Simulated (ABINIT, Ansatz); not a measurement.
This is a calculation of Ge for ABINIT 10.8.3 (patched build). The given cell was strained at random by a few per cent at fixed volume. This isn't the form of Ge at room conditions, which is diamond.

File run.abi:

```
pp_dirpath "./"
pseudos "Ge.GGA_PBE-JTH.xml"

acell 2.9497017859 2.9610218204 2.9250251054 Angstrom
rprim
    -0.5588876841     0.5375994304     0.6313726387
     0.5624031503    -0.5333071135     0.6318909868
     0.5581285429     0.5343960970    -0.6347545519
ntypat 1
znucl 32
natom 1
typat 1
xred
     0.4693330000     0.4855120000    -0.0142110000
chkprim 0
chksymtnons 0
tolsym 1.0e-6

ecut 22.0
pawecutdg 44.0
pawxcdev 0

kptopt 1
ngkpt 12 12 12
nshiftk 1
shiftk 0.0 0.0 0.0

ixc 11

nband 11
occopt 3
tsmear 0.05 eV

nstep 100
tolvrs 1.0e-9

iomode 3
prtwf 0
prtden 0
prteig 0
prtebands 0
```

Potentials or basis: JTH PAW PBE v2.0.

The run is started by

```console
$ abinit run.abi > log 2>&1
```

Q: Translate it to Ansatz 0.2.0. Potentials or basis there: Ansatz PAW, cutoff 420 eV.

A: As run (cutoffs and basis follow the program's own potentials, and thresholds, step limits or extra output files can differ):

File input.yaml:

```yaml
crystal:
  lattice:
    - [-1.648552, 1.585758, 1.862361]
    - [1.665288, -1.579134, 1.871043]
    - [1.63254, 1.563122, -1.856673]
  atoms:
    - { symbol: Ge, position: [0.469333, 0.485512, -0.014211] }
hamiltonian:
  xc: pbe
  pseudopotentials: { kind: paw }
kpoints:
  mp_grid: { grid: [12, 12, 12] }
scf:
  occupations: { method: fermi_dirac, width: 0.05 }
output:
  forces: true
  stress: true
  eigenvalues: true
  write_density: true
  write_potential: true
  elf: true
  volumetric_format: npy
```

Potentials or basis: Ansatz PAW.

Launch:

```bash
$ ansatz run input.yaml --threads 1 --pin off --max-ram 3584MiB --backend cpu --events-out ev --progress --plain --runs-dir out
```

Both were run:

|  | ABINIT | Ansatz |
| --- | --- | --- |
| Pressure | 0.0 GPa | 0.5 GPa |
| Energy over the undisturbed cell | 0.4 meV/atom | 0.1 meV/atom |

Ansatz's pressure holds a Pulay term of +0.03 GPa for its cutoff of 420 eV, which the other run lacks.

Where Ansatz's input types no cutoff or centring, it takes its own default and a Γ-centred mesh.

Pressure is positive in compression.
